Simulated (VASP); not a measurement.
# Li (P6_3/mmc) in VASP: settings compared

The runs below take Li through single point, with PBE, r2SCAN.

Program: VASP 6.6.1. These are calculated values, not measurements. Logs are shortened: lines on timing, memory, paths and dates and some standing lists are left out, and cuts for length are marked.

## 1. The crystal as given

Symmetry: P6_3/mmc, No. 194, hexagonal system. Conventional cell: a = 3.111 Å, b = 3.111 Å, c = 5.093 Å, α = 90.00°, β = 90.00°, γ = 120.00°. Around Li (site symmetry -6m2) lie 12 Li at 3.11 to 3.12 Å.

This isn't the form of Li at room conditions, which is bcc.

## 2. Single point, PBE

Input file INCAR:

```
PREC = Accurate
ENCUT = 520
EDIFF = 1E-7
ISMEAR = 0
SIGMA = 0.1
LREAL = False
LASPH = True
NELM = 100
ALGO = Fast
ISIF = 2
LWAVE = False
LCHARG = False
GGA = PE
NBANDS = 10
```

Input file KPOINTS:

```
regular mesh
0
Gamma
  6 6 4
```

Input file POSCAR:

```
Li
1.0
    3.1110021516      0.0000000000      0.0000000000
   -1.5555010758      2.6942068945      0.0000000000
    0.0000000000      0.0000000000      5.0930000000
Li
2
Direct
    0.3333333333      0.6666666667      0.2500000000
    0.6666666667      0.3333333333      0.7500000000
```

Potentials or basis: VASP PAW PBE potentials, release 64 (Li_sv).

Run with:

```console
cat potpaw_PBE.64/Li_sv/POTCAR > POTCAR
mpirun -np 1 vasp_std > vasp.out
```

OUTCAR:

```text
PREC = Accurate
   ENCUT = 520
   EDIFF = 1E-7
   ISMEAR = 0
   LREAL = False
   LASPH = True
   NELM = 100
   ISIF = 2
   GGA = PE

 ion  position               nearest neighbor table
   1  0.333  0.667  0.250-
   2  0.667  0.333  0.750-

  LATTYP: Found a hexagonal cell.
 ALAT       =     3.1110021516
 C/A-ratio  =     1.6370930497

  Lattice vectors:

 A1 = (   3.1110021516,   0.0000000000,   0.0000000000)
 A2 = (  -1.5555010758,   2.6942068945,   0.0000000000)
 A3 = (   0.0000000000,   0.0000000000,   5.0930000000)

Analysis of symmetry for initial positions (statically):
=====================================================================
 Subroutine PRICEL returns:
 Original cell was already a primitive cell.

 Routine SETGRP: Setting up the symmetry group for a
 hexagonal supercell.

 Subroutine GETGRP returns: Found 24 space group operations
 (whereof 12 operations were pure point group operations)
 out of a pool of 24 trial point group operations.

The static configuration has the point symmetry D_3d.
 The point group associated with its full space group is D_6h.

Analysis of symmetry for dynamics (positions and initial velocities):
=====================================================================
 Subroutine PRICEL returns:
 Original cell was already a primitive cell.

 Routine SETGRP: Setting up the symmetry group for a
 hexagonal supercell.

 Subroutine GETGRP returns: Found 24 space group operations
 (whereof 12 operations were pure point group operations)
 out of a pool of 24 trial point group operations.

The dynamic configuration has the point symmetry D_3d.
 The point group associated with its full space group is D_6h.

 Subroutine INISYM returns: Found 24 space group operations
 (whereof 12 operations are pure point group operations),
 and found     1 'primitive' translations

----------------------------------------------------------------------------------------

                                     Primitive cell

  volume of cell :      42.6879

  direct lattice vectors                    reciprocal lattice vectors
     3.111002152  0.000000000  0.000000000     0.321439829  0.185583372  0.000000000
    -1.555501076  2.694206895  0.000000000     0.000000000  0.371166744  0.000000000
     0.000000000  0.000000000  5.093000000     0.000000000  0.000000000  0.196347929

  length of vectors
     3.111002152  3.111002152  5.093000000     0.371166744  0.371166744  0.196347929
[... 84 lines left out ...]
   ISYM   =      2    0-nonsym 1-usesym 2-fastsym
   POTIM  = 0.5000    time-step for ionic-motion
   TEBEG  =    0.0;   TEEND  =   0.0 temperature during run
   PSTRESS=    0.0 pullay stress
   NELECT =       6.0000    total number of electrons
   NUPDOWN=      -1.0000    fix difference up-down
   EMIN   =  10.00;   EMAX   =-10.00  energy-range for DOS
   EFERMI =   0.00;   METHOD = LEGACY
   ISMEAR =     0;   SIGMA  =   0.10  broadening in eV -4-tet -1-fermi 0-gaus
   EFERMI_NEDOS =   21; number of points for ismear=-14 and -15
   IALGO  =     68    algorithm
   IMIX   =      4    mixing-type and parameters
     AMIX     =   0.40;   BMIX     =  1.00
     AMIX_MAG =   1.60;   BMIX_MAG =  1.00
  volume/ion in A,a.u.               =      21.34       144.04
  Fermi-wavevector in a.u.,A,eV,Ry     =   0.851184  1.608505  9.857621  0.724515
  Thomas-Fermi vector in A             =   1.967278
   LORBIT       =      0    0 simple, 1 ext, 2 COOP (PROOUT), +10 PAW based schemes
   GGA     = PE    functional components
   LHFCALC =     F    Hartree Fock is set to
   AEXX    =    0.0000 exact exchange contribution
   IVDW    =     0    specifies the selected vdW correction
   LEPSILON=     F    determine dielectric tensor
   LRPA    =     F    only Hartree local field effects (RPA)
 non-spin polarized calculation
 RMM-DIIS sequential band-by-band and
 Gauss-broadening in eV      SIGMA  =   0.10
  energy-cutoff  :      520.00
  volume of cell :       42.69
 maximum number of plane-waves:      1182
 NGX is ok and might be reduce to    24
   NGX = 11   NGY = 11   NGZ = 19

 number of electron       5.9999991 magnetization

 Free energy of the ion-electron system (eV)
  ---------------------------------------------------
  ext. energy  EPLUGINS =         0.00000000
  ---------------------------------------------------
  free energy    TOTEN  =        -3.80826668 eV

  energy without entropy =       -3.80374697  energy(sigma->0) =       -3.80600683

 E-fermi :   0.3730     XC(G=0):  -6.9198

 val. band max:        0.2725294098   @ k =   0.3333   0.1667   0.2500
 cond. band min:       0.4175301891   @ k =   0.5000  -0.0000   0.0000
 fundamental gap:      0.1450007792
 Fermi energy:         0.3730349759

 k-point     1 :       0.0000    0.0000    0.0000
  band No.  band energies     occupation
      1     -46.1318      2.00000
      2     -46.1175      2.00000
      3      -3.0087      2.00000
      4       0.4783      0.13672
      5       3.2206      0.00000
      6      12.5223      0.00000
      7      12.5223      0.00000
      8      13.8727      0.00000
      9      13.8727      0.00000
     10      14.3936      0.00000
[... 248 lines left out ...]
 k-point    21 :       0.3333    0.3333    0.5000
  band No.  band energies     occupation
      1     -46.1138      2.00000
      2     -46.1138      2.00000
      3       2.5926      0.00000
      4       2.5926      0.00000
      5       3.1700      0.00000
      6       3.1700      0.00000
      7       6.4394      0.00000
      8       6.4394      0.00000
      9      11.8439      0.00000
     10      11.8439      0.00000

------------------------ aborting loop because EDIFF is reached ----------------------------------------

  FORCE on cell =-STRESS in cart. coord.  units (eV):
  Direction    XX          YY          ZZ          XY          YZ          ZX
  --------------------------------------------------------------------------------------
  -------------------------------------------------------------------------------------
  Total       -0.0588086     -0.0588086     -0.4519622      0.0000000     -0.0000000      0.0000000
  in kB       -2.2072227     -2.2072227    -16.9631987      0.0000000     -0.0000000      0.0000000
  external PRESSURE =      -7.1258814 kB  Pullay stress =       0.0000000 kB

 VOLUME and BASIS-vectors are now :
 -----------------------------------------------------------------------------
  energy-cutoff  :      520.00
  volume of cell :       42.69
      direct lattice vectors                 reciprocal lattice vectors
     3.111002152  0.000000000  0.000000000     0.321439829  0.185583372  0.000000000
    -1.555501076  2.694206895  0.000000000     0.000000000  0.371166744  0.000000000
     0.000000000  0.000000000  5.093000000     0.000000000  0.000000000  0.196347929

 POSITION                                       TOTAL-FORCE (eV/Angst)
 -----------------------------------------------------------------------------------
     -0.00000      1.79614      1.27325        -0.000000      0.000000      0.000000
      1.55550      0.89807      3.81975         0.000000     -0.000000      0.000000
 -----------------------------------------------------------------------------------
    total drift:                               -0.000000      0.000000      0.000000

  FREE ENERGIE OF THE ION-ELECTRON SYSTEM (eV)
  ---------------------------------------------------
  free  energy   TOTEN  =        -3.8082666849 eV

  energy  without entropy=       -3.8037469717  energy(sigma->0) =       -3.80600683
```

stdout:

```text
POSCAR found type information on POSCAR Li
 POSCAR found :  1 types and       2 ions
 scaLAPACK will be used
 LDA part: xc-table for (Slater+PW92), standard interpolation
 POSCAR, INCAR and KPOINTS ok, starting setup
 FFT: planning ... GRIDC
 FFT: planning ... GRID_SOFT
 FFT: planning ... GRID
 WAVECAR not read
 entering main loop
WARNING in EDDRMM: call to ZHEGV failed, returncode =   8  4      5
```

It took 10 s on 1 thread of Intel Xeon Platinum 8559C (Emerald Rapids), shared host; peak memory 0.14 GiB.

Results:

| Property | Result |
| --- | --- |
| Free energy | -3.8083 eV |
| Band gap on the k mesh | none (metal or under the smearing width) |

Caveat: the k mesh is coarse (spacing up to 0.39 Å⁻¹), so the values aren't converged; the cutoff is under 1.25 times the usual one of these potentials, so pressure, stress and relaxed cells hold a basis-set (Pulay) error.

## 3. Single point, PBE

Input file INCAR:

```
ALGO = Normal
EDIFF = 1E-6
ENCUT = 520
GGA = PE
ISIF = 2
ISMEAR = 0
LASPH = True
LCHARG = False
LREAL = False
LWAVE = False
NBANDS = 10
NELM = 100
PREC = Accurate
SIGMA = 0.1
```

Input file KPOINTS:

```
k-points
0
Gamma
  9 9 6
```

POSCAR is that of step 2.

Potentials or basis: VASP PAW PBE potentials, release 64 (Li_sv).

Run with:

```console
cat potpaw_PBE.64/Li_sv/POTCAR > POTCAR
mpirun -np 1 vasp_std > vasp.out
```

OUTCAR:

```text
EDIFF = 1E-6
   ENCUT = 520
   GGA = PE
   ISIF = 2
   ISMEAR = 0
   LASPH = True
   LREAL = False
   NELM = 100
   PREC = Accurate

 ion  position               nearest neighbor table
   1  0.333  0.667  0.250-
   2  0.667  0.333  0.750-

  LATTYP: Found a hexagonal cell.
 ALAT       =     3.1110021516
 C/A-ratio  =     1.6370930497

  Lattice vectors:

 A1 = (   3.1110021516,   0.0000000000,   0.0000000000)
 A2 = (  -1.5555010758,   2.6942068945,   0.0000000000)
 A3 = (   0.0000000000,   0.0000000000,   5.0930000000)

Analysis of symmetry for initial positions (statically):
=====================================================================
 Subroutine PRICEL returns:
 Original cell was already a primitive cell.

 Routine SETGRP: Setting up the symmetry group for a
 hexagonal supercell.

 Subroutine GETGRP returns: Found 24 space group operations
 (whereof 12 operations were pure point group operations)
 out of a pool of 24 trial point group operations.

The static configuration has the point symmetry D_3d.
[... 170 lines left out ...]
 Fermi energy:         0.5291492993

 k-point     1 :       0.0000    0.0000    0.0000
  band No.  band energies     occupation
      1     -46.1313      2.00000
      2     -46.1170      2.00000
      3      -3.0086      2.00000
      4       0.4754      1.55309
      5       3.2240      0.00000
      6      12.5233      0.00000
      7      12.5233      0.00000
      8      13.8753      0.00000
      9      13.8754      0.00000
     10      14.3918      0.00000
[... 287 lines left out ...]
 k-point    24 :       0.3333    0.3333    0.1667
  band No.  band energies     occupation
      1     -46.1132      2.00000
      2     -46.1132      2.00000
      3       1.9203      0.00000
      4       2.6261      0.00000
      5       2.6261      0.00000
      6       5.5589      0.00000
      7       6.6120      0.00000
      8       6.6120      0.00000
      9       9.9616      0.00000
     10      10.8050      0.00000

 [... further k-points ...]

------------------------ aborting loop because EDIFF is reached ----------------------------------------

  FORCE on cell =-STRESS in cart. coord.  units (eV):
  Direction    XX          YY          ZZ          XY          YZ          ZX
  --------------------------------------------------------------------------------------
  -------------------------------------------------------------------------------------
  Total       -0.2478521     -0.2478521     -0.0811217     -0.0000000     -0.0000000      0.0000000
  in kB       -9.3024710     -9.3024710     -3.0446876     -0.0000000     -0.0000000      0.0000000
  external PRESSURE =      -7.2165432 kB  Pullay stress =       0.0000000 kB

 VOLUME and BASIS-vectors are now :
 -----------------------------------------------------------------------------
  energy-cutoff  :      520.00
  volume of cell :       42.69
      direct lattice vectors                 reciprocal lattice vectors
     3.111002152  0.000000000  0.000000000     0.321439829  0.185583372  0.000000000
    -1.555501076  2.694206895  0.000000000     0.000000000  0.371166744  0.000000000
     0.000000000  0.000000000  5.093000000     0.000000000  0.000000000  0.196347929

 POSITION                                       TOTAL-FORCE (eV/Angst)
 -----------------------------------------------------------------------------------
     -0.00000      1.79614      1.27325        -0.000000      0.000000      0.000000
      1.55550      0.89807      3.81975         0.000000     -0.000000      0.000000
 -----------------------------------------------------------------------------------
    total drift:                               -0.000000      0.000000      0.000000

  FREE ENERGIE OF THE ION-ELECTRON SYSTEM (eV)
  ---------------------------------------------------
  free  energy   TOTEN  =        -3.8060816075 eV

  energy  without entropy=       -3.7998234661  energy(sigma->0) =       -3.80295254
```

OSZICAR:

```text
N       E                     dE             d eps       ncg     rms          rms(c)
DAV:   1     0.161577742497E+02    0.16158E+02   -0.32428E+03   968   0.558E+02
DAV:   2    -0.510624277908E+00   -0.16668E+02   -0.16270E+02  1216   0.104E+02
DAV:   3    -0.376967543265E+01   -0.32591E+01   -0.32320E+01  1618   0.343E+01
DAV:   4    -0.380932206822E+01   -0.39647E-01   -0.39538E-01  1250   0.475E+00
DAV:   5    -0.380962406700E+01   -0.30200E-03   -0.30199E-03  1284   0.443E-01    0.346E-01
DAV:   6    -0.380724846038E+01    0.23756E-02   -0.57949E-04  1716   0.116E-01    0.196E-01
DAV:   7    -0.380608820100E+01    0.11603E-02   -0.12068E-03  1834   0.161E-01    0.352E-02
DAV:   8    -0.380609076652E+01   -0.25655E-05   -0.19847E-05  1128   0.398E-02    0.232E-03
DAV:   9    -0.380608453166E+01    0.62349E-05   -0.11091E-06  1328   0.104E-02    0.585E-04
DAV:  10    -0.380608176751E+01    0.27642E-05   -0.69281E-08   588   0.242E-03    0.141E-04
DAV:  11    -0.380608160755E+01    0.15996E-06   -0.22114E-08   540   0.126E-03
   1 F= -.38060816E+01 E0= -.38029525E+01  d E =-.625814E-02
```

Wall time 7.4 s (1 thread of Intel Xeon Platinum 8559C (Emerald Rapids), shared host); peak memory 0.15 GiB.

Results:

| Item | Value |
| --- | --- |
| Free energy | -3.8061 eV |
| Band gap on the k mesh | none (metal or under the smearing width) |

Caveat: the cutoff is under 1.25 times the usual one of these potentials, so pressure, stress and relaxed cells hold a basis-set (Pulay) error.

## 4. Single point, r2SCAN, non-collinear spin, zero start, spin-orbit coupling

POSCAR is that of step 3.

Input file INCAR.step1:

```
SYSTEM = Li
ALGO = Normal
EDIFF = 1E-4
ENCUT = 520
GGA = PE
GGA_COMPAT = .FALSE.
ISMEAR = 0
ISYM = -1
LASPH = .TRUE.
LCHARG = .FALSE.
LNONCOLLINEAR = .TRUE.
LREAL = .FALSE.
LSORBIT = .TRUE.
LWAVE = .TRUE.
MAGMOM = 0 0 0 0 0 0
NBANDS = 18
NELECT = 7.0
NELM = 150
PREC = Accurate
SIGMA = 0.1
```

Input file INCAR.step2:

```
SYSTEM = Li
ALGO = Normal
EDIFF = 1E-6
ENCUT = 520
GGA_COMPAT = .FALSE.
ISIF = 2
ISMEAR = 0
ISTART = 1
ISYM = -1
LASPH = .TRUE.
LCHARG = .FALSE.
LMIXTAU = .TRUE.
LNONCOLLINEAR = .TRUE.
LORBIT = 11
LORBMOM = .TRUE.
LREAL = .FALSE.
LSORBIT = .TRUE.
LWAVE = .FALSE.
MAGMOM = 0 0 0 0 0 0
METAGGA = R2SCAN
NBANDS = 18
NELECT = 7.0
NELM = 150
PREC = Accurate
SIGMA = 0.1
```

Input file KPOINTS:

```
k-points
0
G
  8 7 1
  0 0 0
```

Run with:

```console
cat potpaw_PBE.64/Li_sv/POTCAR > POTCAR
cp INCAR.step1 INCAR
mpirun -np 1 vasp_ncl > vasp.out
cp INCAR.step2 INCAR
mpirun -np 1 vasp_ncl > vasp.out
```

Run time: 6 min. Hardware: 1 thread of Intel Xeon Platinum 8559C (Emerald Rapids), shared host; peak memory 0.3 GiB.

The run converged. Its results:

| Property | Result |
| --- | --- |
| Free energy | -3.5624 eV |
| Largest force | 0.086 eV/Å |
| Net moment | 0.00 μB per cell |
| Valence electrons inside the program's atomic spheres | Li 2.07 |

Forces on the atoms (eV/Å):
```
Li   0.080  0.031  0.000
Li  -0.080 -0.031  0.000
```

Moments on the atoms (μB; x, y, z):
```
Li  0.00 0.00 0.00
Li  0.00 0.00 0.00
```

Caveat: the k mesh is coarse (spacing up to 1.23 Å⁻¹), so the values aren't converged; the cell carries a net charge on a neutralising background, which shifts energy and pressure; the cell is charged against a uniform background, so pressure and absolute levels hang on convention; the cutoff is under 1.25 times the usual one of these potentials, so pressure, stress and relaxed cells hold a basis-set (Pulay) error; the PAW data sets were made with another functional, which shifts forces and pressure a little.
